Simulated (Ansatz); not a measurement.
Runs of Ansatz 0.2.0 on Ag. It takes space group Fm-3m (No. 225, cubic). The conventional cell has a = 4.085 Å, b = 4.085 Å, c = 4.085 Å, α = 90.00°, β = 90.00°, γ = 90.00°. Ag (site symmetry m-3m) is surrounded by 12 Ag at 2.89 Å. 

```csv
level,cutoff (eV),gap on the mesh (eV),pressure (GPa)
RPBE,420,none,9.6
revPBE,420,none,8.4
BLYP,420,none,13.0
PBEsol,420,none,-1.8
r2SCAN0,500,none,(a)
PBE0,420,none,(c)
HSE06,420,none,4.7
LDA,420,none,-6.5
r2SCAN,500,none,(b)
```

Alike in all rows: task projected density of states; potentials or basis Ansatz PAW; no spin polarisation; cell as given; k mesh 6 × 6 × 6; smearing fermi-dirac 0.05 eV; the mesh is coarse, so values aren't converged.

Question: Fill in the values left out.

Answer: (a) 3.0; (b) 2.3; (c) 4.6.

Caveats: all runs use coarse meshes; the PAW data sets come from PBE, with cores solved anew for the run's functional, which leaves a small shift of forces and pressure; the density of states is complete only up to the lowest level of the last band computed; the thresholds are loose for stress (some runs).

A k mesh can miss the band edges, and the runs leave out spin-orbit coupling on Ag.

A gap of «none» marks a metal or a gap under the smearing width.

Runs at the PBE level aren't shown here.
